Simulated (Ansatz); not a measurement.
**CdS: stress in a strained cell**

CdS is deformed so: zz strain of +2 %. What stress and forces result, by LAPW, PAW and all-electron datasets made for the crystal?

Program: Ansatz 0.2.0. Level of theory: DFT PBEsol, scalar-relativistic. These are calculated values, not measurements.

2 further runs of the same task are left out: 2 set aside as unsound or not needed.

## (1) The structure to begin with

It takes space group F-43m (No. 216, cubic). Conventional cell: a = 5.886 Å, b = 5.886 Å, c = 5.886 Å, α = 90.00°, β = 90.00°, γ = 90.00°. Cd (site symmetry -43m) is surrounded by 4 S at 2.55 Å. S (site symmetry -43m) has 4 Cd at 2.55 Å as nearest neighbours.

Coordinates:

```cif
data_structure
_symmetry_space_group_name_H-M 'F-43m'
_symmetry_Int_Tables_number 216
_cell_length_a 5.8859
_cell_length_b 5.8859
_cell_length_c 5.8859
_cell_angle_alpha 90.000
_cell_angle_beta 90.000
_cell_angle_gamma 90.000
_cell_volume 203.91
loop_
_atom_site_label
_atom_site_type_symbol
_atom_site_symmetry_multiplicity
_atom_site_Wyckoff_symbol
_atom_site_fract_x
_atom_site_fract_y
_atom_site_fract_z
_atom_site_occupancy
Cd1 Cd 4 a 0.00000 0.00000 0.00000 1
S1 S 4 c 0.25000 0.25000 0.25000 1
```

The file gives the conventional cell by its symmetry; the runs use the cell typed in the input.

Atoms are numbered in the order of the input: Cd1, S2.

## (2) After the deformation

Space group F-43m before, I-4m2 after.

## (3) LAPW, all electrons

input.yaml reads:

```yaml
crystal:
  lattice:
    - [0.0, 2.9429534649, 3.0018125342]
    - [2.9429534649, 0.0, 3.0018125342]
    - [2.9429534649, 2.9429534649, 0.0]
  atoms:
    - { symbol: Cd, position: [0.0, 0.0, 0.0] }
    - { symbol: S, position: [0.75, 0.75, 0.75] }
kpoints:
  mp_grid: { grid: [7, 7, 7] }
  band_path:
    path:
      - [0.0, 0.0, 0.0]
      - [0.5, 0.0, 0.5]
      - [0.75, 0.25, 0.5]
      - [0.5, 0.5, 0.5]
      - [0.0, 0.0, 0.0]
      - [0.5, 0.5, 0.0]
      - [0.6298539023, 0.6298539023, 0.2597078047]
      - [0.3701460977, 0.3701460977, 0.7402921953]
      - [0.0, 0.0, 0.0]
    npoints: 5
scf:
  occupations: { method: fermi_dirac, width: 0.02 }
hamiltonian:
  xc: pbesol
  pseudopotentials: { kind: all_electron, lapw: { basis_error: 0.0005 } }
output:
  forces: true
  stress: true
  eigenvalues: true
```

Command:

```bash
$ ansatz run input.yaml --threads 1 --pin off --max-ram 3072MiB --backend cpu --events-out ev --progress --plain --runs-dir out
```

## (4) PAW with frozen cores

input.yaml reads:

```yaml
crystal:
  lattice:
    - [0.0, 2.9429534649, 3.0018125342]
    - [2.9429534649, 0.0, 3.0018125342]
    - [2.9429534649, 2.9429534649, 0.0]
  atoms:
    - { symbol: Cd, position: [0.0, 0.0, 0.0] }
    - { symbol: S, position: [0.75, 0.75, 0.75] }
kpoints:
  mp_grid: { grid: [7, 7, 7] }
scf:
  occupations: { method: fermi_dirac, width: 0.02 }
hamiltonian:
  xc: pbesol
  pseudopotentials: { kind: paw }
output:
  forces: true
  stress: true
  eigenvalues: true
  efg: { contact_densities: true }
```

## (5) Datasets made for this crystal

input.yaml, as its differences from that of step 4:

```diff
@@ -14,3 +14,3 @@
   xc: pbesol
-  pseudopotentials: { kind: paw }
+  pseudopotentials: { kind: all_electron, datasets: crystal }
 output:
```

(Steps that only read results are left out.)

What does the calculation give? Wanted: pressure; largest shear or deviatoric stress.

The runs gave:

| quantity | value |
| --- | --- |
| pressure | LAPW -2.79, PAW -2.81, crystal datasets -2.79 GPa |
| largest shear or deviatoric stress (LAPW) | 0.31 GPa |

In words: Against the undeformed cell the largest change of stress is -1.32 GPa, in the zz component, with the atoms carried along and not relaxed. PAW: stress within 0.02 GPa of LAPW. Crystal datasets: stress within 0.01 GPa of LAPW.
